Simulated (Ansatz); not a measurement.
**Ionic part of the dielectric constant of CaSe at 25 GPa, mode by mode**

The calculation used DFT PBE, scalar-relativistic, plane waves, PAW (Ansatz 0.2.0). Settings: 420 eV plane-wave cutoff, Γ-centred 10×10×10 mesh, fixed occupations. No spin polarisation. Phonons by linear response, acoustic sum rule imposed.

The structure is cubic, space group Fm-3m (No. 225). Conventional cell: a = 5.410 Å, b = 5.410 Å, c = 5.410 Å, α = 90.00°, β = 90.00°, γ = 90.00°. Ca (site symmetry m-3m) has 6 Se at 2.71 Å as nearest neighbours. Se (site symmetry m-3m) has 6 Ca at 2.71 Å as nearest neighbours.

Other phases may be more stable at this pressure.

The primitive cell has V = 39.59 Å³ and ε∞,zz = 6.871. Each polar mode adds Δε = (4.92064×10⁷/V)·S/ν² along z, with S its oscillator strength in e²/amu, ν in cm⁻¹ and V in Å³.

Question: From these modes, find each Δε and ε0,zz.
```
ν (cm⁻¹) S_zz (e²/amu)
   285.0         0.2018
```

Answer:
| ν (cm⁻¹) | Δε |
| --- | --- |
| 285.0 | 3.09 |

The sum is 3.087, so ε0,zz = 9.96; the run's tensor has 9.96.

Question: Where do the longitudinal modes lie for a wave vector along z?

Answer: At 343 cm⁻¹. The Lyddane–Sachs–Teller product Π(ν_LO/ν_TO)² = 1.45 matches ε0/ε∞ = 1.45.